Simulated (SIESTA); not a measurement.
WC (Qusongite): band structure with PBE

Crystal: WC (Qusongite).

```xyz
2
Lattice="2.9065 0.0000 0.0000 -1.4532 2.5171 0.0000 0.0000 0.0000 2.8366" Properties=species:S:1:pos:R:3 pbc="T T T"
W     0.0000    0.0000    0.0000
C     1.4533    0.8390    1.4183
```

| Property | Result |
| --- | --- |
| Program | SIESTA 5.4.2 |
| Task | band structure |
| Functional | PBE |
| Potentials or basis | PseudoDojo 0.4 standard (PBE files) |
| Basis | SZ (energy shift 0.01 Ry) |
| Grid cutoff | 800 Ry |
| Energy shift | 0.01 Ry |
| k mesh | 10 × 10 × 9 |
| Occupations | fermi-dirac, width 0.05 eV |
| Spin | no spin polarisation |

The pressure is -1.1 GPa. The band gap on the k mesh is none (metal or under the smearing width).

Stress tensor (GPa, compression positive):
```
-0.98  0.00  0.00
 0.00 -0.98  0.00
 0.00  0.00 -1.33
```

Levels at the corners of the path, in eV from the Fermi level:
```tsv
point	band 5	band 6	band 7	band 8	band 9	band 10	band 11	band 12	band 13	band 14
Γ	-15.06	-5.01	-3.95	-3.95	0.10	2.86	2.86	5.91	5.91	8.62
M	-11.47	-7.43	-4.15	-3.88	-0.54	1.97	4.24	4.61	7.66	17.51
K	-10.68	-7.19	-4.67	-3.96	0.20	0.71	1.82	3.24	9.44	19.10
Γ	-15.06	-5.01	-3.95	-3.95	0.10	2.86	2.86	5.91	5.91	8.62
A	-10.46	-9.45	-2.43	-2.43	-1.15	-1.15	3.42	5.05	5.05	14.67
L	-11.80	-7.14	-4.85	-4.48	1.47	4.02	4.94	7.35	9.29	15.41
H	-11.42	-7.90	-6.00	-1.74	-0.74	4.14	6.54	7.50	10.07	15.79
A	-10.46	-9.45	-2.43	-2.43	-1.15	-1.15	3.42	5.05	5.05	14.67
L	-11.80	-7.14	-4.85	-4.48	1.47	4.02	4.94	7.35	9.29	15.41
M	-11.47	-7.43	-4.15	-3.88	-0.54	1.97	4.24	4.61	7.66	17.51
K	-10.68	-7.19	-4.67	-3.96	0.20	0.71	1.82	3.24	9.44	19.10
H	-11.42	-7.90	-6.00	-1.74	-0.74	4.14	6.54	7.50	10.07	15.79
```

It took 8.6 s on 1 thread of Arm Neoverse V2, with other jobs on the host, peak memory 0.18 GiB.

Caveat: the basis has no polarisation orbitals; short orbitals over semicore shells can move pressures by several GPa; spin-orbit coupling is left out, which moves the levels of the heavy elements; the basis of atomic orbitals isn't converged, which shifts pressures, moduli and gaps.
